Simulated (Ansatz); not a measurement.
Computed with Ansatz 0.2.0, DFT, RPBE, plane waves (420 eV) with PAW, scalar-relativistic. The PAW files were generated under PBE, with cores re-solved for the functional.

An element in the hcp structure gives this curve. The cell is scaled uniformly from the relaxed one, with fractional coordinates and shape fixed. Energies are extrapolated to zero smearing, pressures are those at the given smearing. Magnetic state: spin not included. Spin polarisation is off; a magnetic state may lie lower.

```csv
V (Å³/atom),E − E₀ (meV/atom),P (GPa)
9.180,155.4,46.08
9.597,62.4,27.14
10.015,13.6,12.03
10.432,0.0,-0.03
10.849,14.7,-9.65
11.266,51.8,-17.31
11.684,106.7,-23.40
```

(1) Which element is it?
A. beryllium
B. iron
C. nickel
D. ruthenium

Results:

(1) B. Its fit is V₀ = 10.41 Å³/atom, B₀ = 272 GPa, B₀′ = 4.6.
